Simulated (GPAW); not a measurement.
**SrO: band structure with rSCAN**

SrO:

```
Sr O
1.0
     0.00000    2.56630    2.56630
     2.56630    0.00000    2.56630
     2.56630    2.56630    0.00000
Sr O
1 1
Direct
  0.50000 0.50000 0.50000
  0.00000 0.00000 0.00000
```

```yaml
Program: GPAW 26.7.0
Task: band structure
Functional: rSCAN
Potentials_or_basis: GPAW PAW data sets (gpaw-data 1.2.1)
Cutoff: 800 eV
Basis: pw
k_mesh: 7 × 7 × 7
Occupations: fermi-dirac, width 0.05 eV
Spin: spin-orbit coupling, no magnetisation
Maxiter: 150
Band_path: GXWKGLUWLK,UX
Band_points: 80
spin_axis_theta_degrees: 0
spin_axis_phi_degrees: 0
Soc_after_scf: second variation without the xc potential
```

* Pressure: 1.6 GPa
* Band gap on the k mesh: 3.89 eV, indirect (least direct gap 3.96 eV)
* Band gap along the path: 3.79 eV, indirect (least direct gap 3.85 eV)

Levels at the corners of the path, in eV from the valence-band top:
| point | band 12 | band 13 | band 14 | band 15 | band 16 | band 17 | band 18 | band 19 | band 20 | band 21 |
| --- | --- | --- | --- | --- | --- | --- | --- | --- | --- | --- |
| Γ | -0.06 | 0.00 | 0.00 | 0.00 | 0.00 | 4.67 | 4.67 | 6.81 | 6.81 | 6.81 |
| X | -0.42 | -0.12 | -0.12 | -0.05 | -0.05 | 3.79 | 3.79 | 8.57 | 8.57 | 11.00 |
| W | -1.11 | -0.45 | -0.45 | -0.37 | -0.37 | 6.57 | 6.57 | 6.58 | 6.58 | 9.38 |
| K | -0.93 | -0.57 | -0.57 | -0.44 | -0.44 | 5.31 | 5.31 | 8.52 | 8.52 | 9.50 |
| Γ | -0.06 | 0.00 | 0.00 | 0.00 | 0.00 | 4.67 | 4.67 | 6.81 | 6.81 | 6.81 |
| L | -2.11 | -1.11 | -1.11 | -1.10 | -1.10 | 7.15 | 7.15 | 9.04 | 9.04 | 9.52 |
| U | -0.93 | -0.57 | -0.57 | -0.44 | -0.44 | 5.31 | 5.31 | 8.52 | 8.52 | 9.50 |
| W | -1.11 | -0.45 | -0.45 | -0.37 | -0.37 | 6.57 | 6.57 | 6.58 | 6.58 | 9.38 |
| L | -2.11 | -1.11 | -1.11 | -1.10 | -1.10 | 7.15 | 7.15 | 9.04 | 9.04 | 9.52 |
| K | -0.93 | -0.57 | -0.57 | -0.44 | -0.44 | 5.31 | 5.31 | 8.52 | 8.52 | 9.50 |
| U | -0.93 | -0.57 | -0.57 | -0.44 | -0.44 | 5.31 | 5.31 | 8.52 | 8.52 | 9.50 |
| X | -0.42 | -0.12 | -0.12 | -0.05 | -0.05 | 3.79 | 3.79 | 8.57 | 8.57 | 11.00 |

Run time: 64 s on 1 thread of AMD EPYC 9R14 (Zen 4) (shared host), peak memory 0.35 GiB.

Caveat: spin-orbit coupling was added after a scalar SCF, so levels and gaps hold it while energy, forces, pressure and moments don't; this program's spin-orbit splittings come out too wide for heavy elements; the PAW data sets were made with another functional, which shifts forces and pressure a little; the mesh misses the band edges, which the band path finds closer together.
